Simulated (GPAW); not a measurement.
**Moving the volume of the cell in ZnS**

```
Zn S
1.0
     3.81100    0.00000    0.00000
    -1.90550    3.30042    0.00000
     0.00000    0.00000    6.23400
Zn S
2 2
Direct
  0.66667 0.33333 0.50000
  0.33333 0.66667 0.00000
  0.66667 0.33333 0.88500
  0.33333 0.66667 0.38500
```

Kept alike: task dielectric tensor; functional PBE; k mesh 7 × 7 × 4; occupations fermi-dirac, width 0.001 eV; no spin polarisation. Program: GPAW, GPAW PAW data sets (gpaw-data 1.2.1), cutoff 400 eV. The mesh is that of the run's cell of 4 atoms. No spin-orbit coupling.

| volume of cell, f (times the cell shown) | free energy over the lowest row (meV/atom) |
| --- | --- |
| 0.94 | 41.72 |
| 0.96 | 24.68 |
| 0.98 | 12.55 |
| 1 | 4.49 |
| 1.02 | 0.60 |
| 1.04 | 0.00 |
| 1.06 | 2.74 |

The cell shown is the unstrained one; x, y and z are its Cartesian axes; atoms keep their fractions.

The free energy is lowest at 1.04, and 41.72 meV an atom higher at 0.94.
